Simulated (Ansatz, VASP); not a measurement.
Given: the input of a run of VASP 6.6.1 on Ir.

The input INCAR:

```
SYSTEM = Ir
PREC = Accurate
ENCUT = 520
EDIFF = 1E-6
ISMEAR = -1
SIGMA = 0.05
LREAL = .False.
LASPH = .True.
NELM = 80
ALGO = Normal
ISIF = 2
LWAVE = .False.
LCHARG = .False.
GGA = PS
NBANDS = 16
```

Contents of KPOINTS:

```
regular mesh
0
Gamma
  9 9 5
  0 0 0
```

File POSCAR:

```
Ir
1.0
    2.7513778946      0.0000000000      0.0000000000
   -1.3756889473      2.3827631521      0.0000000000
    0.0000000000      0.0000000000      4.5069129000
Ir
2
Direct
    0.3333333333      0.6666666667      0.2500000000
    0.6666666667      0.3333333333      0.7500000000
```

Potentials or basis: VASP PAW PBE potentials, release 64 (Ir).

Run with:

```bash
$ cat potpaw_PBE.64/Ir/POTCAR > POTCAR
$ mpirun -np 1 vasp_std > vasp.out
```

Problem. Translate it to Ansatz 0.2.0. Potentials there: Ansatz PAW.

Solution. As run (the cutoff follows the program's own potentials):

input.yaml

```yaml
crystal:
  lattice:
    - [2.7513778946, 0.0, 0.0]
    - [-1.3756889473, 2.3827631521, 0.0]
    - [0.0, 0.0, 4.5069129]
  atoms:
    - { symbol: Ir, position: [0.3333333333, 0.6666666667, 0.25] }
    - { symbol: Ir, position: [0.6666666667, 0.3333333333, 0.75] }
hamiltonian:
  xc: pbesol
  pseudopotentials: { kind: paw }
kpoints:
  mp_grid: { grid: [9, 9, 5] }
scf:
  occupations: { method: fermi_dirac, width: 0.05 }
output:
  forces: true
  stress: true
  eigenvalues: true
```

Potentials or basis: Ansatz PAW.

Launch:

```sh
$ ansatz run input.yaml --threads 2 --pin off --max-ram 5632MiB --backend cpu --events-out ev --progress --plain --runs-dir out
```

Both were run:

|  | VASP | Ansatz | Ansatz less VASP |
| --- | --- | --- | --- |
| gap on the k mesh at the Fermi level (eV) | none | none | - |
| pressure (GPa) | -15.0 | -15.6 | -0.69 |
| largest component of the traceless stress (GPa) | 3.02 | 3.03 | +0.012 |

A gap of «none» marks a metal or a gap that the smearing closes. With one functional, cell and mesh, what is left measures potentials, basis and numerics. The two sets of potentials don't hold the same shells in valence.

Caveats: the PAW data sets were made with another functional, which shifts forces and pressure a little (VASP); the PAW data sets come from PBE, with cores solved anew for the run's functional, which leaves a small shift of forces and pressure (Ansatz). Spin-orbit coupling is left out, which matters for the levels of Ir.
